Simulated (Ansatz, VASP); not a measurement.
Given: the input of a run of Ansatz 0.2.0 on Be.

The input input.yaml:

```yaml
crystal:
  lattice:
    - [0.0, 1.57905, 1.57905]
    - [1.57905, 0.0, 1.57905]
    - [1.57905, 1.57905, 0.0]
  atoms:
    - { symbol: Be, position: [0.0, 0.0, 0.0] }
hamiltonian:
  xc: r2scan
  pseudopotentials: { kind: paw }
kpoints:
  mp_grid: { grid: [14, 14, 14] }
  band_path:
    path:
      - [[0.0, 0.0, 0.0], [0.5, 0.0, 0.5], [0.5, 0.25, 0.75], [0.375, 0.375, 0.75], [0.0, 0.0, 0.0], [0.5, 0.5, 0.5], [0.625, 0.25, 0.625], [0.5, 0.25, 0.75], [0.5, 0.5, 0.5], [0.375, 0.375, 0.75]]
      - [[0.625, 0.25, 0.625], [0.5, 0.0, 0.5]]
    npoints: 14
scf:
  occupations: { method: fermi_dirac, width: 0.05 }
  n_extra_bands: 6
output:
  forces: true
  stress: true
  eigenvalues: true
  fatbands: false
```

Potentials or basis: Ansatz PAW.

Launch:

```sh
$ ansatz run input.yaml --threads 2 --pin off --max-ram 5632MiB --backend cpu --events-out ev --progress --plain --runs-dir out
```

Question: Set up the same calculation for VASP 6.6.1. Potentials there: VASP PAW PBE potentials, release 64 (Be).

Answer: As run (the cutoff follows the program's own potentials):

File INCAR:

```
PREC = Accurate
ENCUT = 520
EDIFF = 1E-7
ISMEAR = -1
SIGMA = 0.05
LREAL = F
LASPH = T
NELM = 100
ALGO = Normal
ISIF = 2
LWAVE = F
LCHARG = F
METAGGA = R2SCAN
LMIXTAU = T
```

KPOINTS

```
regular mesh
0
Gamma
  14 14 14
```

Contents of POSCAR:

```
Be
1.0
    0.0000000000      1.5790500000      1.5790500000
    1.5790500000      0.0000000000      1.5790500000
    1.5790500000      1.5790500000      0.0000000000
Be
1
Direct
    0.0000000000      0.0000000000      0.0000000000
```

File KPOINTS_OPT:

```
path GXWKGLUWLK,UX
10
line-mode
reciprocal
 0.0000000000  0.0000000000  0.0000000000  G
 0.5000000000  0.0000000000  0.5000000000  X

 0.5000000000  0.0000000000  0.5000000000  X
 0.5000000000  0.2500000000  0.7500000000  W

 0.5000000000  0.2500000000  0.7500000000  W
 0.3750000000  0.3750000000  0.7500000000  K

 0.3750000000  0.3750000000  0.7500000000  K
 0.0000000000  0.0000000000  0.0000000000  G

 0.0000000000  0.0000000000  0.0000000000  G
 0.5000000000  0.5000000000  0.5000000000  L

 0.5000000000  0.5000000000  0.5000000000  L
 0.6250000000  0.2500000000  0.6250000000  U

 0.6250000000  0.2500000000  0.6250000000  U
 0.5000000000  0.2500000000  0.7500000000  W

 0.5000000000  0.2500000000  0.7500000000  W
 0.5000000000  0.5000000000  0.5000000000  L

 0.5000000000  0.5000000000  0.5000000000  L
 0.3750000000  0.3750000000  0.7500000000  K

 0.6250000000  0.2500000000  0.6250000000  U
 0.5000000000  0.0000000000  0.5000000000  X
```

Potentials or basis: VASP PAW PBE potentials, release 64 (Be).

The run is started by

```bash
$ cat potpaw_PBE.64/Be/POTCAR > POTCAR
$ mpirun -np 1 vasp_std > vasp.out
```

Both were run:

|  | VASP | Ansatz | Ansatz less VASP |
| --- | --- | --- | --- |
| gap on the k mesh at the Fermi level (eV) | none | none | - |
| pressure (GPa) | 0.1 | 0.0 | -0.16 |

A gap of «none» marks a metal or a gap that the smearing closes. With one functional, cell and mesh, what is left measures potentials, basis and numerics.

Caveats: the PAW data sets were made with another functional, which shifts forces and pressure a little (VASP); the PAW data sets come from PBE, with cores solved anew for the run's functional, which leaves a small shift of forces and pressure (Ansatz).
